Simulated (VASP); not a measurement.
# Ca: molecular dynamics at constant energy

Ca, I4/mmm (no. 139), 8 atoms in the cell. PBE, molecular dynamics; PAW potentials Ca_pv (PBE set).

Ensemble: NVE; Starting temperature (K): 1000.

## Input

INCAR:
```
SYSTEM = Ca
GGA      = PE             ! functional
PREC     = Normal         ! precision mode
ENCUT    = 200            ! plane-wave cutoff, eV
EDIFF    = 1E-6           ! SCF threshold, eV
NELMIN   = 4            
NELM     = 60             ! most SCF steps
ALGO     = Fast           ! electronic algorithm
LREAL    = Auto         
LASPH    = .True.         ! aspherical terms in the spheres
ISMEAR   = -1             ! smearing method
SIGMA    = 0.05           ! smearing width, eV
ISYM     = 0            
LWAVE    = .False.        ! write WAVECAR
LCHARG   = .False.        ! write CHGCAR
IBRION   = 0              ! ionic algorithm
NSW      = 60             ! ionic steps
POTIM    = 2.0            ! step
TEBEG    = 1000         
ISIF     = 2              ! what is computed and relaxed
RANDOM_SEED= 715299 0 0   
MDALGO   = 2            
SMASS    = -3           
KPAR     = 2             
```

KPOINTS:
```
k-points
0
Monkhorst-Pack
  2 2 2
```

POSCAR:
```
Ca
1.0
   -4.4104098072      4.4104098072      4.3922296200
    4.4104098072     -4.4104098072      4.3922296200
    4.4104098072      4.4104098072     -4.3922296200
Ca
8
Direct
    0.2500000000      0.2500000000      0.0000000000
    0.2500000000      0.2500000000      0.5000000000
    0.2500000000      0.7500000000      0.0000000000
    0.2500000000      0.7500000000      0.5000000000
    0.7500000000      0.2500000000      0.0000000000
    0.7500000000      0.2500000000      0.5000000000
    0.7500000000      0.7500000000      0.0000000000
    0.7500000000      0.7500000000      0.5000000000
```

Commands:
```
cat potpaw_PBE.64/Ca_pv/POTCAR > POTCAR
mpirun -np 2 vasp_std > vasp.out
```

## Result

- Rise of the mean potential energy above the start (meV/atom): 48.9
- Mean temperature (K): 569
- Electronic steps per ionic step after the first: 6.2

Course of the run:

| Time (fs) | Temperature (K) | Potential energy less the first (meV/atom) |
|---|---|---|
| 2 | 1000 | 0.0 |
| 12 | 947 | 6.0 |
| 20 | 840 | 18.2 |
| 30 | 653 | 39.3 |
| 38 | 495 | 57.2 |
| 48 | 332 | 75.6 |
| 56 | 258 | 84.0 |
| 66 | 252 | 84.7 |
| 74 | 311 | 78.0 |
| 84 | 436 | 63.9 |
| 92 | 547 | 51.3 |
| 102 | 661 | 38.5 |
| 110 | 709 | 33.0 |
| 120 | 703 | 33.7 |

The mean temperature lies below the starting 1000 K, since the atoms start on their sites and part of their kinetic energy turns into potential energy.

REPORT:
```
MDALGO =   2
               SCALING =       0
                 CNEXP =     9.000   14.000
           RANDOM_SEED =            715299                0                0

   original number of atomic DOF:         21
   number of independent constraints:      0
   number of active DOF:                  21

========================================
         MD step No.       1
========================================

  Atomic velocities initialized by STEP_tb

  >Energies
                    E_tot             E_pot             E_kin               EPS                ES
   e_b>   -0.14076149E+02   -0.14980972E+02    0.90482298E+00    0.00000000E+00    0.00000000E+00

  >Temperature
               T_sim     T_inst
   tmprt>   1000.000    999.997

  >Thermostat:
           s(n+1) sdot(n+1)      s(n)   sdot(n)        Qs
   s_b>   0.00000   0.00000   0.00000   0.00000  -3.00000

           RANDOM_SEED =            715299               48                0

[... steps left out ...]

========================================
         MD step No.      60
========================================

  >Energies
                    E_tot             E_pot             E_kin               EPS                ES
   e_b>   -0.14075558E+02   -0.14711243E+02    0.63568507E+00    0.00000000E+00    0.00000000E+00

  >Temperature
               T_sim     T_inst
   tmprt>   1000.000    702.550

  >Thermostat:
           s(n+1) sdot(n+1)      s(n)   sdot(n)        Qs
   s_b>   0.00000   0.00000   0.00000   0.00000  -3.00000

           RANDOM_SEED =            715299               48                0
```

OSZICAR:
```
N       E                     dE             d eps       ncg     rms          rms(c)
DAV:   1     0.497227890900E+03    0.49723E+03   -0.16784E+04   334   0.145E+03
DAV:   2     0.631184288644E+02   -0.43411E+03   -0.42912E+03   304   0.411E+02
DAV:   3    -0.947355004451E+01   -0.72592E+02   -0.70889E+02   366   0.184E+02
DAV:   4    -0.145582877125E+02   -0.50847E+01   -0.47954E+01   408   0.536E+01
DAV:   5    -0.148890789285E+02   -0.33079E+00   -0.30944E+00   424   0.129E+01    0.218E+00
RMM:   6    -0.149353848867E+02   -0.46306E-01   -0.18528E-01   351   0.403E+00    0.121E+00
RMM:   7    -0.149730703133E+02   -0.37685E-01   -0.12666E-01   360   0.327E+00    0.157E-01
RMM:   8    -0.149792756731E+02   -0.62054E-02   -0.57708E-02   475   0.127E+00    0.680E-02
RMM:   9    -0.149802917525E+02   -0.10161E-02   -0.95200E-03   470   0.430E-01    0.253E-02
RMM:  10    -0.149807449129E+02   -0.45316E-03   -0.42336E-03   484   0.193E-01    0.149E-02
RMM:  11    -0.149808702156E+02   -0.12530E-03   -0.11296E-03   476   0.852E-02    0.634E-03
RMM:  12    -0.149809318479E+02   -0.61632E-04   -0.59406E-04   478   0.470E-02    0.608E-03
[... left out ...]
[... last step whole ...]
       N       E                     dE             d eps       ncg     rms          rms(c)
DAV:   1    -0.147110599435E+02    0.67733E-02   -0.79494E-03   380   0.248E+00    0.730E-03
RMM:   2    -0.147111813395E+02   -0.12140E-03   -0.12412E-03   351   0.280E-01    0.294E-03
RMM:   3    -0.147112251268E+02   -0.43787E-04   -0.40585E-04   404   0.109E-01    0.198E-03
RMM:   4    -0.147112401201E+02   -0.14993E-04   -0.14270E-04   448   0.528E-02    0.216E-03
RMM:   5    -0.147112421655E+02   -0.20454E-05   -0.20991E-05   268   0.149E-02    0.207E-03
RMM:   6    -0.147112426814E+02   -0.51596E-06   -0.59418E-06   228   0.103E-02
     60 T=   703. E= -.14075558E+02 F= -.14711243E+02 E0= -.14635705E+02  EK= 0.63569E+00 SP= 0.00E+00 SK= 0.00E+00
```

Limits: 120 fs of 8 atoms are too short for converged averages.

VASP 6.6.1 took 444 s on 2 cores (Intel Xeon Platinum 8259CL @ 2.50GHz (Skylake/Cascade Lake)), a shared host.
